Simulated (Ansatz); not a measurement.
# MgZn2O3: the cost of one run

Program: Ansatz 0.2.0. Level of theory: reference: DFT, HSE06, plane waves, PAW. These are calculated values, not measurements.

2 further runs of the same task are left out: 2 that didn't finish.

## Step 1: The system as given

Symmetry: P-3m1, No. 164, trigonal system. Conventional cell: a = 3.006 Å, b = 3.006 Å, c = 7.343 Å, α = 90.00°, β = 90.00°, γ = 120.00°. Mg (site symmetry -3m) is surrounded by 6 O at 2.10 Å. Zn (site symmetry 3m) is surrounded by 6 O at 2.13 to 2.14 Å. O (site symmetry 3m) is surrounded by 3 Mg at 2.10 Å and 3 Zn at 2.14 Å. O (site symmetry -3m) is surrounded by 6 Zn at 2.13 Å.

Structure file:

```
CELL_PARAMETERS angstrom
3.00571 0.00000 0.00000
-1.50285 2.60302 0.00000
0.00000 0.00000 7.34291
ATOMIC_POSITIONS crystal
Mg 0.00000 0.00000 0.00000
Zn 0.33333 0.66667 0.66829
Zn 0.66667 0.33333 0.33171
O 0.33333 0.66667 0.16137
O 0.66667 0.33333 0.83863
O 0.00000 0.00000 0.50000
```

## Step 2: The reference run

Contents of input.yaml:

```yaml
crystal:
  lattice:
    - [3.0057061992, 0.0, 0.0]
    - [-1.5028530996, 2.6030179248, 0.0]
    - [0.0, 0.0, 7.3429055976]
  atoms:
    - { symbol: Mg, position: [0.0, 0.0, 0.0] }
    - { symbol: Zn, position: [0.3333333333, 0.6666666667, 0.668289834] }
    - { symbol: Zn, position: [0.6666666667, 0.3333333333, 0.331710166] }
    - { symbol: O, position: [0.3333333333, 0.6666666667, 0.1613721611] }
    - { symbol: O, position: [0.6666666667, 0.3333333333, 0.8386278389] }
    - { symbol: O, position: [0.0, 0.0, 0.5] }
kpoints:
  mp_grid: { grid: [6, 6, 2] }
hamiltonian:
  xc: hse06
scf:
  occupations: { method: fixed }
  n_extra_bands: 5
output:
  forces: true
  stress: true
  eigenvalues: true
```

The run is started by

```console
$ ansatz run input.yaml --threads 4 --pin off --max-ram 4608MiB --backend cpu --events-out ev --progress --plain --runs-dir out
```

Q: Estimate wall time and peak memory on 4 threads of Intel Xeon 6975P-C (Granite Rapids), shared host.

About 11 s, with a peak of 1.1 GiB.
